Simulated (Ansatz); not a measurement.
**How far is this GaSb₂ from the hull?**

All numbers below come from Ansatz, DFT PBE, scalar-relativistic, plane waves, PAW. All cells share a 420 eV cutoff and Γ-centred k meshes spaced at most about 0.3 Å⁻¹ (about 0.25 or finer for metals, 2π included). No spin polarisation.

The zero of energy is the elements' standard structures at the same level; no fitted shifts are applied.

Temperature and zero-point effects are left out. Spin–orbit coupling, which can matter for Sb, is left out.

The competitors are the elements and 1 reference phase of this chemical system (from databases or known types: GaSb), relaxed at the same level; other known phases may be missing.

The candidate was reached from: HfB2 type (P6/mmm).

Space group P6/mmm (No. 191). a = 5.390 Å, b = 5.390 Å, c = 3.152 Å, α = 90.00°, β = 90.00°, γ = 120.00°
```tsv
atom	site	symmetry	x	y	z
Ga	1a	6/mmm	0.0000	0.0000	0.0000
Sb	2d	-6m2	0.3333	0.6667	0.5000
```

**Question.** Where does it stand against these competitors?

**Answer.** Not stable. Its formation energy is 0.128 eV/atom. The lowest competing mixture at this composition is this:

```tsv
phase	space group	source	share of atoms	ΔE_f (eV/atom)
Sb	-	element	0.3333	-0.0015
GaSb	F-43m (No. 216)	Materials Project	0.6667	-0.166
```

The lowest database cell of Sb (-0.0015) lies slightly below the reference, hence the non-zero entry.

The mixture lies at -0.111 eV/atom, and the candidate lies 0.24 eV/atom above it. The candidate matches no cell in the subsets of the Crystallography Open Database and the Materials Project at hand. The margin is far too high for a likely synthesis.
